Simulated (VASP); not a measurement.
# A slab model of the (0 0 1) face of NbAs, part 4 of 5

Aim: model the (0 0 1) face of NbAs by a slab and find how far its highest filled level lies below the vacuum. The start is a cell from a database of measured crystal structures.

VASP 6.6.1, plane waves and PAW; the level of theory is named at each step.

So far. Step 3 (Surface relaxation): The run ended after 12 ionic steps, 0.073 eV below its first step, once the forces on the free atoms met EDIFFG = -0.03. Step 4 (Vacuum level and density of states): The vacuum level lies 3.93 eV above the Fermi level at the upper face; the two faces differ by 1.07 eV, the step that the slab's dipole of -0.070 e·Å makes.

## 5. Tunnelling image, filled states within 0.5 eV

Level of this step: PBE with D3(BJ); plane waves and PAW (As, Nb_pv) (VASP).

A partial density over this window, at constant height above the top atom, is the Tersoff-Hamann picture of a tunnelling image.

INCAR

```
SYSTEM = NbAs
PREC = Normal
ENCUT = 300
EDIFF = 1E-05
NELM = 120
ISMEAR = 0
SIGMA = 0.05
LREAL = .FALSE.
ALGO = Fast
GGA = PE
IVDW = 12
NBANDS = 52
LASPH = .TRUE.
LWAVE = .FALSE.
LCHARG = .FALSE.
ISTART = 1
LPARD = .TRUE.
NBMOD = -3
EINT = -0.5 0
LSEPB = .FALSE.
LSEPK = .FALSE.
```

POSCAR

```
NbAs
1.0
    3.4517000000      0.0000000000      0.0000000000
    0.0000000000      3.4517000000      0.0000000000
    0.0000000000      0.0000000000     24.7411200000
As Nb
4 4
Direct
    0.0000000000      0.0000000000      0.3031390700
    0.5000000000      0.0000000000      0.4211612100
    0.5000000000      0.5000000000      0.5395885893
    0.0000000000      0.5000000000      0.6585313029
    0.5000000000      0.5000000000      0.3427945100
    0.0000000000      0.5000000000      0.4608166500
    0.0000000000      0.0000000000      0.5784624301
    0.5000000000      0.0000000000      0.6918463089
```

KPOINTS

```
Automatic mesh
0
Gamma
8 8 1
0 0 0
```

Potentials, in the order of the species: As and Nb_pv (PBE family, release 64).

The run starts from files that an earlier step left in the folder.

Launch:

```console
> mpirun -np 2 vasp_std
```

Log:

```text
[banner, memory and clock lines left out]
running    2 mpi-ranks, on    1 nodes
 distrk:  each k-point on    2 cores,    1 groups
 distr:  one band on    1 cores,    2 groups

 POSCAR found type information on POSCAR AsNb
 POSCAR found :  2 types and       8 ions
 LDA part: xc-table for (Slater+PW92), standard interpolation
 found WAVECAR, reading the header
 POSCAR, INCAR and KPOINTS ok, starting setup
 FFT: planning ... GRIDC
 FFT: planning ... GRID_SOFT
 FFT: planning ... GRID
 reading WAVECAR
 the WAVECAR file was read successfully
Calculating partial charge density.
NDMOD =  -3
Energy range w.r.t. Fermi energy from INCAR:   -0.500   0.000
Efermi =    0.672
No KPOINTS given: use all of them.

*****************************************************
* Parameters from pardens
*****************************************************

NBMOD is set to  -3
Selected energy range (EINT)    0.1724   0.6724
Selected all k-points to calculate charge density.
k-point no.    1; bands inside the range    3
  31  32  33
k-point no.    2; bands inside the range    1
  32
k-point no.    3; bands inside the range    1
  32
k-point no.    4; bands inside the range    0

k-point no.    5; bands inside the range    1
  31
k-point no.    6; bands inside the range    1
  31
k-point no.    7; bands inside the range    2
  31  32
k-point no.    8; bands inside the range    0

k-point no.    9; bands inside the range    1
  30
k-point no.   10; bands inside the range    2
  32  33
k-point no.   11; bands inside the range    1
  32
k-point no.   12; bands inside the range    3
  31  32  33
k-point no.   13; bands inside the range    1
  32
k-point no.   14; bands inside the range    2
  32  33
k-point no.   15; bands inside the range    1
  31
k-point no.   16; bands inside the range    2
  31  32
k-point no.   17; bands inside the range    2
  32  33
k-point no.   18; bands inside the range    2
  31  32
k-point no.   19; bands inside the range    2
  31  32
k-point no.   20; bands inside the range    3
  31  32  33
k-point no.   21; bands inside the range    2
  31  32
k-point no.   22; bands inside the range    2
  31  32
k-point no.   23; bands inside the range    1
  31
k-point no.   24; bands inside the range    1
  31
k-point no.   25; bands inside the range    2
  30  31
Finished calculating partial charge density.
VASP will stop now.
```

Elapsed: 1.4 s, on 2 MPI ranks of AMD EPYC 9R45, shared host; 1.7 s of CPU time.

From OUTCAR (step 5):

```text
   NELECT =      64.0000    total number of electrons

[... 8 parts as in an earlier step ...]

[... 2 further parts left out ...]
```

Local density of states in the window along a and b. Constant height, 2.5 Å above the top atom.

Ten even steps from '0' (2.27 × 1e-3 e/Å³) to '9' (3.39 × 1e-3 e/Å³), each cell a mean:
```
66666666666666666666666666666666
66666666666666666666666666666666
55555666667777777777777666665555
44555556667777777777777666555554
44444455667778888888777665544444
33333445566778888888776655443333
22222344566788999998876654432222
11112234556788999998876554322111
00111234456788999998876544321110
00001233456789999999876543321000
00001233456789999999876543321000
00001233456789999999876543321000
00011234456788999998876544321100
11112234556788999998876554322111
12222334566788999998876654332222
22333344566788899988876654433332
33344455567778888888777655544433
44445555667777788877777665555444
55555566667777777777777666655555
66666666666666666666666666666666
66666666666666666666666666666666
66666666666666666666666666666666
```
Columns: along a (fractional) from 0 to 0.969; rows upwards: along b (fractional) from 0 to 0.969.

Partial charge density in the ca plane at fractional y = 0.000, with atoms of As and Nb within 0.2 Å of it. It is the smooth field of the valence electrons, not physical close to the nuclei.

Ten even steps from '0' (-1.76 × 1e-2 Å⁻³) to '9' (9.84 × 1e-2 Å⁻³), each cell a mean:
```
11111111111111112466213321111122333334697532
11111111111111112344333321112222222223576433
11111111111111111222222221122222222222333323
11111111111111111111122222221122111111222223
11111111111111111111112222221122111111222222
11111111111111111122222222222222211112222223
11111111111111111233323221122222222222454333
11111111111111112355323321111222233333687532
11111111111111112475003321111122333334698532
```
Columns run along c (16.0 Å, from fractional 0.00 to 0.65 of the cell), rows up along a (3.5 Å). Atoms in or near the plane, at fractional coordinates: As at (0.30, 0.00), As at (0.42, 0.50), Nb at (0.58, 0.00).

Shared out to the nearest atoms, the partial charge density (by size) has 77 % on Nb; its largest share on one atom is 39 % (Nb8), and it takes 5 of the 8 atoms to pass 80 %.

Between its 5th and 95th percentile the partial density varies by a factor of 1.4, which sets the contrast of the image.

## 6. Tunnelling image, empty states within 0.5 eV

A partial density over this window, at constant height above the top atom, is the Tersoff-Hamann picture of a tunnelling image.

INCAR, as its differences from that of step 5:

```diff
@@ -18,3 +18,3 @@
 NBMOD = -3
-EINT = -0.5 0
+EINT = 0 0.5
 LSEPB = .FALSE.
```

POSCAR is that of step 5.

KPOINTS is that of step 5.

The run starts from files that an earlier step left in the folder.

Launch:

```console
> mpirun -np 2 vasp_std
```

Log:

```text
[banner, memory and clock lines left out]
 POSCAR found type information on POSCAR AsNb
 POSCAR found :  2 types and       8 ions
 LDA part: xc-table for (Slater+PW92), standard interpolation
 found WAVECAR, reading the header
 POSCAR, INCAR and KPOINTS ok, starting setup
 FFT: planning ... GRIDC
 FFT: planning ... GRID_SOFT
 FFT: planning ... GRID
 reading WAVECAR
 the WAVECAR file was read successfully
Calculating partial charge density.
NDMOD =  -3
Energy range w.r.t. Fermi energy from INCAR:    0.000   0.500
Efermi =    0.672
No KPOINTS given: use all of them.

NBMOD is set to  -3
Selected energy range (EINT)    0.6724   1.1724
Selected all k-points to calculate charge density.
k-point no.    1; bands inside the range    0

k-point no.    2; bands inside the range    1
  33
k-point no.    3; bands inside the range    1
  33
k-point no.    4; bands inside the range    3
  32  33  34
k-point no.    5; bands inside the range    4
  32  33  34  35
k-point no.    6; bands inside the range    1
  32
k-point no.    7; bands inside the range    2
  33  34
k-point no.    8; bands inside the range    3
  31  32  33
k-point no.    9; bands inside the range    5
  31  32  33  34  35
k-point no.   10; bands inside the range    0

k-point no.   11; bands inside the range    1
  33
k-point no.   12; bands inside the range    0

k-point no.   13; bands inside the range    1
  33
k-point no.   14; bands inside the range    0

k-point no.   15; bands inside the range    3
  32  33  34
k-point no.   16; bands inside the range    2
  33  34
k-point no.   17; bands inside the range    0

k-point no.   18; bands inside the range    1
  33
k-point no.   19; bands inside the range    1
  33
k-point no.   20; bands inside the range    0

k-point no.   21; bands inside the range    1
  33
k-point no.   22; bands inside the range    1
  33
k-point no.   23; bands inside the range    1
  32
k-point no.   24; bands inside the range    2
  32  33
k-point no.   25; bands inside the range    0

Finished calculating partial charge density.
VASP will stop now.

[... 2 parts as in an earlier step ...]
```

Wall time 1.4 s (2 MPI ranks); 1.6 s of CPU time.

Parts of OUTCAR (step 6):

```text
   NELECT =      64.0000    total number of electrons

[... 8 parts as in an earlier step ...]

[... 2 further parts left out ...]
```

Local density of states in the window along a and b. Constant height, 2.5 Å above the top atom.

Ten even steps from '_' (2.10 × 1e-3 e/Å³) to '@' (4.51 × 1e-3 e/Å³), each cell a mean:
```
::::------====++++**####%%%%@@@@@@@@@@%%%%####**++++====------::
::::::----====++++**####%%%%@@@@@@@@@@%%%%####**++++====----::::
::::::::----==++++**####%%@@@@@@@@@@@@@@%%####**++++==----::::::
::::::::----====++**####%%@@@@@@@@@@@@@@%%####**++====----::::::
......::::----==++**####%%@@@@@@@@@@@@@@%%####**++==----::::....
........::::--==++****##%%@@@@@@@@@@@@@@%%##****++==--::::......
____....::::--==++++**##%%@@@@@@@@@@@@@@%%##**++++==--::::....__
______....::----==++**##%%%%@@@@@@@@@@%%%%##**++==----::....____
______....::::--==++**##%%%%@@@@@@@@@@%%%%##**++==--::::....____
________..::::--==++**##%%%%@@@@@@@@@@%%%%##**++==--::::..______
________..::::--==++**##%%%%@@@@@@@@@@%%%%##**++==--::::..______
________..::::--==++**##%%%%@@@@@@@@@@%%%%##**++==--::::..______
________..::::--==++**##%%%%@@@@@@@@@@%%%%##**++==--::::..______
______....::----==++**##%%%%@@@@@@@@@@%%%%##**++==----::....____
____......::--====++**##%%@@@@@@@@@@@@@@%%##**++====--::......__
........::::--==++****##%%@@@@@@@@@@@@@@%%##****++==--::::......
......::::----==++**####%%@@@@@@@@@@@@@@%%####**++==----::::....
..::::::::--====++**####%%@@@@@@@@@@@@@@%%####**++====--::::::::
::::::::----==++++**####%%@@@@@@@@@@@@@@%%####**++++==----::::::
::::::------==++++**####%%@@@@@@@@@@@@@@%%####**++++==------::::
::::------====++++**####%%%%@@@@@@@@@@%%%%####**++++====------::
::::------====++++**####%%%%@@@@@@@@@@%%%%####**++++====------::
```
Columns: along a (fractional) from 0 to 0.969; rows upwards: along b (fractional) from 0 to 0.969.

Partial charge density in the ca plane at fractional y = 0.000, with atoms of As and Nb within 0.2 Å of it. It is the smooth field of the valence electrons, not physical close to the nuclei.

Values in units of 1e-2 Å⁻³, 5 rows by 16 columns, each cell a mean:
```
0.0 0.0 0.0 0.0 0.0 0.2 2.1 0.9 1.3 0.2 0.1 0.2 0.2 1.0 3.4 0.9
0.0 0.0 0.0 0.0 0.0 0.1 0.5 0.4 0.6 0.2 0.3 0.4 0.1 0.4 0.8 0.7
0.0 0.0 0.0 0.0 0.0 0.0 0.2 0.1 0.5 0.3 0.1 0.4 0.1 0.1 0.2 0.4
0.0 0.0 0.0 0.0 0.0 0.1 0.9 0.6 0.7 0.2 0.3 0.3 0.1 0.6 1.3 0.9
0.0 0.0 0.0 0.0 0.0 0.2 2.6 0.6 1.5 0.2 0.1 0.2 0.2 1.0 4.1 0.7
```
Columns run along c (16.0 Å, from fractional 0.00 to 0.65 of the cell), rows up along a (3.5 Å). Atoms in or near the plane, at fractional coordinates: As at (0.30, 0.00), As at (0.42, 0.50), Nb at (0.58, 0.00).

Shared out to the nearest atoms, the partial charge density (by size) has 79 % on Nb; its largest share on one atom is 51 % (Nb8), and it takes 5 of the 8 atoms to pass 80 %.

Between its 5th and 95th percentile the partial density varies by a factor of 2.0, which sets the contrast of the image.

## 7. The slab in a field, field -0.1

A field across the slab, with the atoms held, gives the electronic response: the dipole changes linearly with the field, and the energy has a linear term from the slab's own dipole and a quadratic one from its polarisability.

INCAR

```
SYSTEM = NbAs
PREC = Normal
ENCUT = 300
EDIFF = 1E-06
NELM = 120
ISMEAR = 0
SIGMA = 0.05
LREAL = .FALSE.
ALGO = Fast
GGA = PE
IVDW = 12
NBANDS = 40
LASPH = .TRUE.
LORBIT = 11
LWAVE = .FALSE.
LCHARG = .FALSE.
KPAR = 2
IDIPOL = 3
LDIPOL = .TRUE.
DIPOL = 0.5 0.5 0.5
EFIELD = -0.1
LVHAR = .TRUE.
```

POSCAR is that of step 6.

KPOINTS is that of step 6.

Launch:

```console
> mpirun -np 2 vasp_std
```

Log:

```text
[... set-up lines as in an earlier step ...]
 entering main loop
       N       E                     dE             d eps       ncg     rms          rms(c)
DAV:   1     0.458712127887E+03    0.45871E+03   -0.24356E+04  2472   0.943E+02
DAV:   2    -0.307182127558E+02   -0.48943E+03   -0.47251E+03  2752   0.478E+02
DAV:   3    -0.660832823818E+02   -0.35365E+02   -0.34561E+02  3024   0.117E+02
DAV:   4    -0.673736861877E+02   -0.12904E+01   -0.12682E+01  3056   0.219E+01
DAV:   5    -0.674250161497E+02   -0.51330E-01   -0.50799E-01  3280   0.467E+00    0.385E+01
RMM:   6    -0.109374982075E+03   -0.41950E+02   -0.97253E+01  3128   0.398E+01    0.228E+01
RMM:   7    -0.155638651311E+03   -0.46264E+02   -0.12916E+02  3164   0.564E+01    0.317E+01
RMM:   8    -0.852615674509E+02    0.70377E+02   -0.21126E+01  2663   0.312E+01    0.172E+01
RMM:   9    -0.657676738149E+02    0.19494E+02   -0.71718E+00  2723   0.133E+01    0.108E+01
RMM:  10    -0.632703865898E+02    0.24973E+01   -0.46319E+00  2892   0.928E+00    0.633E+00
RMM:  11    -0.624231527356E+02    0.84723E+00   -0.11709E+00  3069   0.433E+00    0.413E+00
RMM:  12    -0.622602106573E+02    0.16294E+00   -0.83081E-01  3006   0.380E+00    0.419E+00
RMM:  13    -0.616609088446E+02    0.59930E+00   -0.76965E-01  3090   0.283E+00    0.219E+00
RMM:  14    -0.615468789881E+02    0.11403E+00   -0.42589E-01  3112   0.199E+00    0.139E+00
RMM:  15    -0.615017815412E+02    0.45097E-01   -0.26786E-01  3111   0.151E+00    0.683E-01
RMM:  16    -0.615315219976E+02   -0.29740E-01   -0.86439E-02  3020   0.112E+00    0.103E+00
RMM:  17    -0.615080497443E+02    0.23472E-01   -0.46619E-02  3247   0.653E-01    0.516E-01
RMM:  18    -0.615025745867E+02    0.54752E-02   -0.38855E-02  3049   0.488E-01    0.266E-01
RMM:  19    -0.615020303242E+02    0.54426E-03   -0.19604E-02  3272   0.304E-01    0.165E-01
RMM:  20    -0.615031173738E+02   -0.10870E-02   -0.10035E-02  3235   0.167E-01    0.169E-01
RMM:  21    -0.615031491735E+02   -0.31800E-04   -0.10696E-02  3034   0.217E-01    0.159E-01
RMM:  22    -0.615033780931E+02   -0.22892E-03   -0.51178E-03  3049   0.151E-01    0.143E-01
RMM:  23    -0.615038789667E+02   -0.50087E-03   -0.44983E-03  3073   0.152E-01    0.136E-01
RMM:  24    -0.615036514831E+02    0.22748E-03   -0.15351E-03  2934   0.983E-02    0.114E-01
RMM:  25    -0.615032613019E+02    0.39018E-03   -0.10343E-03  3010   0.110E-01    0.562E-02
RMM:  26    -0.615033026696E+02   -0.41368E-04   -0.47024E-04  3023   0.524E-02    0.403E-02
RMM:  27    -0.615033267495E+02   -0.24080E-04   -0.29472E-04  2989   0.492E-02    0.281E-02
RMM:  28    -0.615033988478E+02   -0.72098E-04   -0.23960E-04  2986   0.412E-02    0.168E-02
RMM:  29    -0.615034160757E+02   -0.17228E-04   -0.10008E-04  2494   0.227E-02    0.129E-02
RMM:  30    -0.615034222521E+02   -0.61764E-05   -0.52514E-05  2254   0.221E-02    0.814E-03
RMM:  31    -0.615034479396E+02   -0.25688E-04   -0.40431E-05  2293   0.149E-02    0.645E-03
RMM:  32    -0.615034617991E+02   -0.13859E-04   -0.21819E-05  1940   0.138E-02    0.411E-03
RMM:  33    -0.615034687467E+02   -0.69476E-05   -0.14012E-05  1826   0.820E-03    0.479E-03
RMM:  34    -0.615034846504E+02   -0.15904E-04   -0.96919E-06  1785   0.744E-03    0.520E-03
RMM:  35    -0.615034895411E+02   -0.48907E-05   -0.73732E-06  1769   0.722E-03    0.267E-03
RMM:  36    -0.615034926328E+02   -0.30918E-05   -0.42650E-06  1664   0.684E-03    0.244E-03
RMM:  37    -0.615034934395E+02   -0.80670E-06   -0.26251E-06  1459   0.441E-03
   1 F= -.65589741E+02 E0= -.65585740E+02  d E =-.800265E-02
```

It took 68 s on 2 MPI ranks; peak memory 0.43 GiB; 2.2 min of CPU time.

OUTCAR, selected parts (step 7):

```text
   NELECT =      64.0000    total number of electrons

 dipolmoment           0.000000      0.000000     -0.158669 electrons x Angstroem

 E-fermi :   0.6970

 k-point     1 :       0.0000    0.0000    0.0000
  band No.  band energies     occupation
    ...
     29      -0.2487      2.00000
     30      -0.1964      2.00000
     31       0.5200      2.00000
     32       0.5257      2.00000
     33       0.6809      1.35138
     34       1.5058      0.00000
     35       1.6910      0.00000
     36       1.9058      0.00000
     37       2.0714      0.00000
     38       2.8120      0.00000
    ...

 Edisp (eV)   -4.08625

  Total      -3.16759    -2.10231    -0.24933     0.00000     0.00000     0.00000
  in kB     -17.21686   -11.42674    -1.35517     0.00000     0.00000     0.00000
  external pressure =      -10.00 kB  Pullay stress =        0.00 kB

 POSITION                                       TOTAL-FORCE (eV/Angst)
 -----------------------------------------------------------------------------------
      0.00000      0.00000      7.50000         0.000000      0.000000     -0.081101
      1.72585      0.00000     10.42000         0.000000      0.000000      0.286262
      1.72585      1.72585     13.35003         0.000000      0.000000      0.005270
      0.00000      1.72585     16.29280         0.000000      0.000000     -0.021822
      1.72585      1.72585      8.48112         0.000000      0.000000     -0.131952
      0.00000      1.72585     11.40112         0.000000      0.000000     -0.020165
      0.00000      0.00000     14.31181         0.000000      0.000000     -0.003959
      1.72585      0.00000     17.11705         0.000000      0.000000     -0.032532
 -----------------------------------------------------------------------------------
    total drift:                                0.000000      0.000000      0.000450

  FREE ENERGIE OF THE ION-ELECTRON SYSTEM (eV)
  ---------------------------------------------------
  free  energy   TOTEN  =       -65.5897410257 eV

  energy  without entropy=      -65.5817383745  energy(sigma->0) =      -65.58573970

 vacuum level on the upper side and lower side of the slab         5.092         5.120

[... 8 parts as in an earlier step ...]

[... 9 further parts left out ...]
```

This step gave:

```yaml
electronic_cycles: 37
free_energy_toten: -65.5897 eV
energy_at_zero_smearing: -65.5857 eV
fermi_energy: 0.697 eV
dipole_moment: 0, 0, -0.1587 e·Å
```

Zero at the Fermi level. Planar average of the electrostatic potential against height:

| height (Å) | planar average of the electrostatic potential (eV) |
| --- | --- |
| 0.0 | 4.41 |
| 0.5 | 4.43 |
| 1.0 | 4.48 |
| 1.5 | 4.53 |
| 2.0 | 4.58 |
| 2.5 | 4.63 |
| 3.0 | 4.68 |
| 3.5 | 4.73 |
| 4.0 | 4.77 |
| 4.5 | 4.82 |
| 5.0 | 4.83 |
| 5.5 | 4.75 |
| 6.0 | 4.28 |
| 6.5 | 2.37 |
| 7.0 | -4.86 |
| 7.5 | -9.66 |
| 8.0 | -10.7 |
| 8.5 | -6.12 |
| 9.0 | -3.16 |
| 9.5 | -1.18 |
| 10.0 | -6.48 |
| 10.5 | -10.3 |
| 11.0 | -10.3 |
| 11.5 | -5.86 |
| 12.0 | -2.73 |
| 12.5 | -1.36 |
| 13.0 | -7.22 |
| 13.5 | -10.9 |
| 14.0 | -9.60 |
| 14.5 | -5.41 |
| 15.0 | -2.20 |
| 15.5 | -1.78 |
| 16.0 | -8.38 |
| 16.5 | -12.2 |
| 17.0 | -9.28 |
| 17.5 | -4.63 |
| 18.0 | -0.967 |
| 18.5 | 2.04 |
| 19.0 | 3.24 |
| 19.5 | 3.70 |
| 20.0 | 3.89 |
| 20.5 | 3.99 |
| 21.0 | 4.06 |
| 21.5 | 4.11 |
| 22.0 | 4.17 |
| 22.5 | 4.22 |
| 23.0 | 4.27 |
| 23.5 | 4.32 |
| 24.0 | 4.37 |
| 24.5 | 4.41 |

Force by atom:

| atom | x (eV/Å) | y (eV/Å) | z (eV/Å) | size |
| --- | --- | --- | --- | --- |
| As1 | 0.000 | 0.000 | -0.081 | 0.081 |
| As2 | 0.000 | 0.000 | 0.286 | 0.286 |
| As3 | 0.000 | 0.000 | 0.005 | 0.005 |
| As4 | 0.000 | 0.000 | -0.022 | 0.022 |
| Nb5 | 0.000 | 0.000 | -0.132 | 0.132 |
| Nb6 | 0.000 | 0.000 | -0.020 | 0.020 |
| Nb7 | 0.000 | 0.000 | -0.004 | 0.004 |
| Nb8 | 0.000 | 0.000 | -0.033 | 0.033 |

Energy at zero smearing: -65.58574 eV.

(Part 4 of 5 ends here.)

[Lines on the potential files, build, host, timing and source positions are cut from VASP's logs without a mark.]

[Logs are printed without paths, hosts, clocks, repeated set-up lines and the standing remarks that a program may print on its own settings, such as how far it seeks lower states.]

[Hosts, paths, dates, database ids (printed as entryN), source tags and the programs' standing remarks are cut or masked in the printed files.]

[In band tables of VASP the shares of atoms and orbitals are scaled to a sum of 1 inside the atoms' spheres.]

[Runs that stopped without an error message from VASP are left out.]
